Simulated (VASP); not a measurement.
Si, 4 atoms in the cell. The typed cell holds 4 atoms: a = 3.831 Å, b = 3.831 Å, c = 6.333 Å, α = 90.00°, β = 90.00°, γ = 120.00°. This isn't the form of Si at room conditions, which is diamond. The cell isn't the ideal one: grid = ENCUT=900 k=12x12x6 ISMEAR=0 SIGMA=0.05 PREC=Accurate EDIFF=1e-08 LREAL=False ADDGRID=False LASPH=True; atoms moved at random, drawn with an rms of 0.1 Å.

* Program: VASP 6.6.1
* Task: single point
* Functional: PBE
* Potentials or basis: VASP PAW PBE potentials, release 64 (Si)
* Cutoff: 900 eV
* k mesh: 12 × 12 × 6
* Occupations: gaussian, width 0.05 eV
* Spin: no spin polarisation
* Further INCAR settings: ADDGRID = False; ALGO = Normal; EDIFF = 1e-08; NBANDS = 16

Potentials or basis: VASP PAW PBE potentials, release 64 (Si).

Run with:

```bash
$ cat potpaw_PBE.64/Si/POTCAR > POTCAR
$ mpirun -np 1 vasp_std > vasp.out
```

Hardware: 1 thread of AMD EPYC 7R13 Processor (Zen 3) (shared host).

**Question.** How long does it take, and how much memory?

**Answer.** Run time: 17 min on 1 thread of AMD EPYC 7R13 Processor (Zen 3), on a shared host, peak memory 0.94 GiB. Counts: scf iterations 16, k points 436.
